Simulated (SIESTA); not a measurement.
Wanted: an ASE script for a SIESTA 5.4.2 run.

| Property | Result |
| --- | --- |
| Task | relaxation of cell and atoms |
| Functional | PBEsol |
| Potentials or basis | PseudoDojo 0.4 standard (PBEsol files) |
| Basis | DZP (energy shift 0.003 Ry; two zetas on semicore shells) |
| Grid cutoff | 800 Ry |
| Energy shift | 0.003 Ry |
| k mesh | 9 × 9 × 9 |
| Occupations | fermi-dirac, width 0.05 eV |
| Spin | no spin polarisation |
| force tolerance | 0.01 eV/Å |

The system is Zn.

```
CELL_PARAMETERS angstrom
-1.56904 1.56904 1.56904
1.56904 -1.56904 1.56904
1.56904 1.56904 -1.56904
ATOMIC_POSITIONS crystal
Zn 0.00000 0.00000 0.00000
```

This isn't the form of Zn at room conditions, which is hcp.

These files were run (other wordings do the same):

run.py

```python
from ase import Atoms
from ase.calculators.siesta import Siesta
from ase.units import Ry, GPa
from ase.optimize import BFGS
from ase.filters import FrechetCellFilter

atoms = Atoms(
    ['Zn'],
    cell=[
        [-1.569037, 1.569037, 1.569037],
        [1.569037, -1.569037, 1.569037],
        [1.569037, 1.569037, -1.569037],
    ],
    scaled_positions=[
        [0.0, 0.0, 0.0],
    ],
    pbc=True,
)

fdf = {
    'SCFMustConverge': False,
    'OccupationFunction': 'FD',
    'ElectronicTemperature': '0.05 eV',
    'MaxSCFIterations': '120',
    'SCF.Mixer.Method': 'Pulay',
    'SCF.Mixer.Weight': '0.25',
    'SCF.Mixer.History': '8',
    'SCF.DM.Tolerance': '5.0e-05',
    'SCF.H.Tolerance': '1.0e-03 eV',
    'WriteForces': 'true',
    'Charge.Mulliken': 'end',
    'PAO.Basis': ['Zn.1 5', 'n=3 0 2', '  2.276 0.000', 'n=4 0 2', '  6.317 0.000', 'n=3 1 2', '  2.537 0.000', 'n=4 1 1', '  6.317', 'n=3 2 2', '  4.164 0.000'],
}
calc = Siesta(
    label="Zn",
    command="siesta < PREFIX.fdf > PREFIX.out",
    pseudo_path="pseudos",
    pseudo_qualifier="",
    xc=('GGA', 'PBEsol'),
    basis_set="DZP",
    mesh_cutoff=800 * Ry,
    energy_shift=0.003 * Ry,
    kpts=[9, 9, 9],
    spin="non-polarized",
    fdf_arguments=fdf,
)
atoms.calc = calc

opt = BFGS(FrechetCellFilter(atoms), trajectory="relax.traj")
converged = opt.run(fmax=0.01, steps=40)
print("converged:", converged)
print("cell (A):", atoms.cell.cellpar().round(5))
print("scaled positions:")
print(atoms.get_scaled_positions().round(6))
print(f"energy = {atoms.get_potential_energy():.6f} eV")
free = atoms.get_potential_energy(force_consistent=True)
print(f"free energy = {free:.6f} eV")
print("forces (eV/A):")
print(atoms.get_forces(apply_constraint=False).round(6))
print("stress (GPa, Voigt order, tension positive):", (atoms.get_stress() / GPa).round(4))
```

Potentials or basis: PseudoDojo 0.4 standard (PBEsol files), DZP (energy shift 0.003 Ry; two zetas on semicore shells).

Launch:

```sh
$ python run.py
```

Results of the run:

```yaml
Relaxed_volume: 13.92 Å³/atom
Relaxed_cell: a = 2.625 Å, b = 2.625 Å, c = 2.625 Å, α = 109.47°, β = 109.47°, γ = 109.47°
Space_group_after_relaxing_to_0.05_Å: Im-3m (No. 229)
Energy_gained_by_relaxing: 52.7 meV/atom
Ionic_steps: 4
Pressure_after_relaxing: -0.1 GPa
Band_gap_on_the_k_mesh: none (metal or under the smearing width)
```

Caveat: short orbitals over semicore shells can move pressures by several GPa; the valence orbitals were made in a potential fitted to the semicore shell under them, which widens gaps by tenths of an eV or more; the basis of atomic orbitals isn't converged, which shifts pressures, moduli and gaps.

It took 53 s on 1 thread of Intel(R) Xeon(R) Platinum 8259CL CPU @ 2.50GHz (Skylake/Cascade Lake), on a shared host, peak memory 0.19 GiB.
